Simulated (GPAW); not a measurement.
In3Sb:

```xyz
4
Lattice="4.8370 0.0000 0.0000 0.0000 4.8370 0.0000 0.0000 0.0000 4.8370" Properties=species:S:1:pos:R:3 pbc="T T T"
Sb    0.0000    0.0000    0.0000
In    0.0000    2.4185    2.4185
In    2.4185    0.0000    2.4185
In    2.4185    2.4185    0.0000
```

The cell comes from a database or a generator and needn't be the stable form of this composition.

Base run:

```yaml
Program: GPAW 26.7.0
Functional: PBEsol
Potentials_or_basis: PAW data sets generated in the run's folder for this functional
Cutoff: 600 eV
Basis: pw
k_mesh: 6 × 6 × 6
Occupations: fermi-dirac, width 0.05 eV
Spin: no spin polarisation
```

Its results: pressure -2.9 GPa.

Q: The run is repeated on the same cell with these changes: functional from PBEsol to LDA; potentials or basis from PAW data sets generated in the run's folder for this functional to the program's PAW data sets (release 1.2.1) made for this functional. What comes out?

A: Pressure -4.2 GPa.
